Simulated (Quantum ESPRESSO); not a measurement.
Crystal: Sn.

```
CELL_PARAMETERS angstrom
0.00000 3.23334 3.23334
3.23334 0.00000 3.23334
3.23334 3.23334 0.00000
ATOMIC_POSITIONS crystal
Sn 0.75000 0.75000 0.75000
Sn 0.50000 0.50000 0.50000
```

This isn't the form of Sn at room conditions, which is tetragonal (white tin).

Program: Quantum ESPRESSO 7.5. Alike in all runs: task band structure; no spin polarisation; cell as given; smearing fermi-dirac 0.05 eV.

Problem. Order these runs on this cell by their pressure, lowest first.
A. level PW91; potentials or basis SG15 PBE 1.2; k mesh 7 × 7 × 7; cutoff (eV) 952; SCF threshold 4e-10 Ry
B. level rSCAN; potentials or basis SG15 PBE 1.2; k mesh 5 × 5 × 5; cutoff (eV) 952; symmetry off; SCF threshold 1e-08 Ry
C. level vdW-DF; potentials or basis PseudoDojo 0.4.1 SR PBE standard; k mesh 7 × 7 × 7; cutoff (eV) 980; SCF threshold 4e-10 Ry
D. level HLE16; potentials or basis PseudoDojo 0.4.1 SR PBE standard; k mesh 7 × 7 × 7; cutoff (eV) 980; SCF threshold 4e-10 Ry
E. level LDA; potentials or basis SG15 PBE 1.2; k mesh 7 × 7 × 7; cutoff (eV) 952; SCF threshold 4e-10 Ry; form of the LDA correlation PZ81

Solution. D (-2.3 GPa), E (-0.7 GPa), B (0.9 GPa), A (3.6 GPa), C (5.9 GPa).

Caveats: the potentials were made for another functional, which shifts forces and pressure; the potentials were made for a functional far from this one (some runs).
